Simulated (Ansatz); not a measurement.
The system is ZnS.

```
Zn S
1.0
     0.00000    2.70200    2.70200
     2.70200    0.00000    2.70200
     2.70200    2.70200    0.00000
Zn S
1 1
Direct
  0.75000 0.75000 0.75000
  0.00000 0.00000 0.00000
```

Base run:

| Property | Result |
| --- | --- |
| Program | Ansatz 0.2.0 |
| Functional | LDA |
| Potentials or basis | all-electron LAPW, scalar-relativistic |
| Cutoff | 281 eV |
| Density cutoff | 1125 eV |
| Basis error allowed | 0.001 eV/atom |
| k mesh | 9 × 9 × 9 |
| Occupations | fermi-dirac, width 0.05 eV |
| Spin | no spin polarisation |

Its results: band gap on the k mesh 1.86 eV, direct; pressure -4.5 GPa.

**Question.** The run is repeated on the same cell with these changes: functional from LDA to BLYP. What comes out?

**Answer.** Band gap on the k mesh 2.09 eV, direct; pressure 5.4 GPa.

BLYP binds less tightly than LDA, so the same cell stands under more pressure.

Not every run made on this cell is shown here.
